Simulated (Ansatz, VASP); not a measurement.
AlRu in VASP and in Ansatz

```xyz
2
Lattice="3.0043 0.0000 0.0000 0.0000 3.0043 0.0000 0.0000 0.0000 3.0043" Properties=species:S:1:pos:R:3 pbc="T T T"
Ru    0.0000    0.0000    0.0000
Al    1.5022    1.5022    1.5022
```

Alike in both runs: functional PBE; k mesh 13 × 13 × 13; occupations fermi-dirac, width 0.08 eV; no spin polarisation.

Ansatz relaxed the structure, and its values are those at the end. VASP's run is a single point on that final structure, the one shown.

|  | VASP | Ansatz |
| --- | --- | --- |
| version | VASP 6.6.1 | Ansatz 0.2.0 |
| potentials or method | VASP PAW PBE potentials, release 64 (Ru_pv, Al), cutoff 520 eV | all-electron LAPW, scalar-relativistic |

|  | VASP | Ansatz | Ansatz less VASP |
| --- | --- | --- | --- |
| pressure (GPa) | 0.0 | -0.1 | -0.01 |

Ansatz ran all-electron here, so the differences hold the error of VASP's frozen core and of both bases.
